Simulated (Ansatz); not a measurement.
Computed with DFT PBE, scalar-relativistic, plane waves, PAW in Ansatz 0.2.0. All cells share a 420 eV cutoff and Γ-centred k meshes spaced at most about 0.3 Å⁻¹ (about 0.25 or finer for metals, 2π included). No spin polarisation.

Temperature and zero-point effects are left out.

Compare these two cells of Mg₅SiN₂, each relaxed at this level.

A.

Space group P3m1 (No. 156). a = 3.881 Å, b = 3.881 Å, c = 10.035 Å, α = 90.00°, β = 90.00°, γ = 120.00°
```json
{"atom": "Mg", "site": "1b", "symmetry": "3m.", "x": "0.3333", "y": "0.6667", "z": "0.5352"}
{"atom": "Mg", "site": "1b", "symmetry": "3m.", "x": "0.3333", "y": "0.6667", "z": "0.1277"}
{"atom": "Mg", "site": "1c", "symmetry": "3m.", "x": "0.6667", "y": "0.3333", "z": "0.8868"}
{"atom": "Mg", "site": "1a", "symmetry": "3m.", "x": "0.0000", "y": "0.0000", "z": "0.3200"}
{"atom": "Mg", "site": "1a", "symmetry": "3m.", "x": "0.0000", "y": "0.0000", "z": "0.7148"}
{"atom": "Si", "site": "1a", "symmetry": "3m.", "x": "0.0000", "y": "0.0000", "z": "0.0015"}
{"atom": "N", "site": "1b", "symmetry": "3m.", "x": "0.3333", "y": "0.6667", "z": "0.3343"}
{"atom": "N", "site": "1c", "symmetry": "3m.", "x": "0.6667", "y": "0.3333", "z": "0.6596"}
```

B.

Space group I-4m2 (No. 119). a = 3.953 Å, b = 3.953 Å, c = 16.756 Å, α = 90.00°, β = 90.00°, γ = 90.00°
```json
{"atom": "Mg", "site": "4f", "symmetry": "2mm.", "x": "0.5000", "y": "0.0000", "z": "0.4127"}
{"atom": "Mg", "site": "4f", "symmetry": "2mm.", "x": "0.0000", "y": "0.5000", "z": "0.3721"}
{"atom": "Mg", "site": "2d", "symmetry": "-4m2", "x": "0.5000", "y": "0.0000", "z": "0.2500"}
{"atom": "Si", "site": "2a", "symmetry": "-4m2", "x": "0.0000", "y": "0.0000", "z": "0.0000"}
{"atom": "N", "site": "4e", "symmetry": "2mm.", "x": "0.0000", "y": "0.0000", "z": "0.3302"}
```

Task: Which form is favoured at zero pressure, and by what margin per atom?

Result: A is lower, by 31 meV/atom. A has space group P3m1 (No. 156), 16.4 Å³/atom and no gap on its mesh; B has space group I-4m2 (No. 119), 16.4 Å³/atom and no gap. Counting Mg or Si atoms around N (for each partner element, those within 1.25 times its shortest distance or 1.15 times the sum of covalent radii, where it is the nearest in units of that sum or under 1.3; a plus sign parts groups by distance over the sum of covalent radii; a slash parts the counts of unlike sites), A has N 5/7 and B has N 2+4. Both come from invented guesses. The lowest form computed isn't among them: it has space group Cmcm (No. 63), 17.8 Å³/atom and lies 78 meV/atom below the best shown.

Cells relaxed within their symmetry can be saddle points. Some candidate types were left out of the draw beforehand, so a known form may be missing.
